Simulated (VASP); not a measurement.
## Cu3Au (Auricupride): relaxation of cell and atoms with RPBE+D3

Crystal: Cu3Au (Auricupride).

```xyz
4
Lattice="3.7400 0.0000 0.0000 0.0000 3.7400 0.0000 0.0000 0.0000 3.7400" Properties=species:S:1:pos:R:3 pbc="T T T"
Au    0.0000    0.0000    0.0000
Cu    1.8700    1.8700    0.0000
Cu    1.8700    0.0000    1.8700
Cu    0.0000    1.8700    1.8700
```

* Program: VASP 6.6.1
* Task: relaxation of cell and atoms
* Functional: RPBE
* Dispersion: D3
* Potentials or basis: VASP PAW PBE potentials, release 64 (Au, Cu)
* Cutoff: 600 eV
* k mesh: 7 × 7 × 7
* Occupations: fermi-dirac, width 0.05 eV
* Spin: no spin polarisation
* Further INCAR settings: ALGO = Normal; EDIFF = 1e-06; IBRION = 2; EDIFFG = -0.01; NSW = 60; ISIF = 3

```yaml
Relaxed_volume: 13.46 Å³/atom
Relaxed_cell: a = 3.776 Å, b = 3.776 Å, c = 3.776 Å, α = 90.00°, β = 90.00°, γ = 90.00°
Space_group_after_relaxing_to_0.05_Å: Pm-3m (No. 221)
Energy_gained_by_relaxing: 4.4 meV/atom
Ionic_steps: 3
Pressure_after_relaxing: 0.1 GPa
Band_gap_on_the_k_mesh: none (metal or under the smearing width)
Dispersion_energy_per_atom: -0.931 eV
```

Step by step:
| step | energy change (eV) | largest force (eV/Å) | pressure (GPa) | volume (Å³) |
| --- | --- | --- | --- | --- |
| 1 | 0.0000 | 0.0000 | 3.92 | 52.31 |
| 2 | -0.0119 | 0.0000 | -2.01 | 54.77 |
| 3 | -0.0177 | 0.0000 | 0.10 | 53.84 |

Final structure:
```yaml
crystal:
  lattice:
    - [3.77596, 0.00000, 0.00000]
    - [0.00000, 3.77596, 0.00000]
    - [0.00000, 0.00000, 3.77596]
  atoms:
    - { symbol: Au, position: [0.00000, 0.00000, 0.00000] }
    - { symbol: Cu, position: [0.50000, 0.50000, 0.00000] }
    - { symbol: Cu, position: [0.50000, 0.00000, 0.50000] }
    - { symbol: Cu, position: [0.00000, 0.50000, 0.50000] }
```

Levels at points of the mesh, in eV from the Fermi level:
```csv
k point,band 19,band 20,band 21,band 22,band 23,band 24,band 25,band 26
"(0.00, 0.00, 0.00)",-1.32,-1.32,-1.32,1.38,1.38,1.38,5.91,7.46
```

Run time: 68 s on 1 thread of Intel(R) Xeon(R) Platinum 8375C CPU @ 2.90GHz (Ice Lake), on a shared host, peak memory 0.2 GiB.

Caveat: the PAW data sets were made with another functional, which shifts forces and pressure a little; pairwise dispersion overbinds metals, which lowers pressure and volume. Zero-point motion and thermal expansion aren't in these numbers.
